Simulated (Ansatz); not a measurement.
# What a change of settings does to a run on Pd

The geometry is COD entry 9008478, unchecked; take it as a test cell.

First run: DFT, PBE, all-electron LAPW, scalar-relativistic (Ansatz 0.2.0).

Command: `ansatz run input.yaml --threads 1 --pin off --max-ram 2048MiB --backend cpu --events-out ev --progress --plain --runs-dir out` The run took 26 s on 1 thread of Intel(R) Xeon(R) Platinum 8488C (Sapphire Rapids), on a shared host, peak memory 0.62 GiB.

```yaml
crystal:
  lattice:
    - [0.0, 1.9449, 1.9449]
    - [1.9449, 0.0, 1.9449]
    - [1.9449, 1.9449, 0.0]
  atoms:
    - { symbol: Pd, position: [0.0, 0.0, 0.0] }
kpoints:
  mp_grid: { grid: [18, 18, 18] }
scf:
  occupations: { method: fermi_dirac, width: 0.05 }
hamiltonian:
  xc: pbe
  pseudopotentials: { kind: all_electron, lapw: { basis_error: 0.00025 } }
output:
  forces: true
  stress: true
  eigenvalues: true
basis:
  ecutwfc: 500
```

Result: converged; pressure 7.51 GPa; no gap on the k mesh; 6 SCF iterations.

Spin polarisation is left out, and whether a magnetic state lies lower isn't shown here.

A second input differs as follows:

```diff
@@ -10,4 +10,6 @@
 scf:
   occupations: { method: fermi_dirac, width: 0.05 }
+  mixing: { algorithm: anderson, beta: 0.005, ndim: 1 }
+  max_iter: 80
 hamiltonian:
   xc: pbe
```

Task: Does the change harm the result?

Result: Not here: the run converged; energy at zero smearing 0.0 meV/atom from the first run; pressure 7.51 GPa; no gap on the k mesh; 37 SCF iterations, so the odd setting did no harm in this case.
